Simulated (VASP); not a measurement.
Runs of VASP 6.6.1 on CaO (Lime). The structure is cubic, space group Fm-3m (No. 225). Conventional cell: a = 4.791 Å, b = 4.791 Å, c = 4.791 Å, α = 90.00°, β = 90.00°, γ = 90.00°. Ca (site symmetry m-3m) has 6 O at 2.40 Å as nearest neighbours. Around O (site symmetry m-3m) lie 6 Ca at 2.40 Å. 

```csv
task,cell,gap on the mesh (eV),pressure (GPa)
relaxation of the atoms,atoms relaxed from: a relaxed cell with its volume scaled by 0.98,3.63,2.4
relaxation of the atoms,atoms relaxed,3.63,0.0
relaxation of the atoms,atoms relaxed from: a relaxed cell with its volume scaled by 1.06,3.65,-5.8
relaxation of cell and atoms,relaxed,3.63,0.0
relaxation of the atoms,atoms relaxed from: a relaxed cell with its volume scaled by 0.96,3.62,5.0
relaxation of the atoms,atoms relaxed from: a relaxed cell with its volume scaled by 1.04,(a),-4.1
relaxation of the atoms,atoms relaxed from: a relaxed cell with its volume scaled by 0.94,3.60,8.0
```

Alike in all rows: level PBE+D3(BJ); potentials or basis VASP PAW PBE potentials, release 64 (Ca_sv, O); no spin polarisation; k mesh 10 × 10 × 10; cutoff (eV) 600; smearing gaussian 0.03 eV.

Task: Fill in the values left out.

Result: (a) 3.64.

Caveats: the relaxation stopped at its first step, so nothing moved.

A k mesh can miss the band edges.
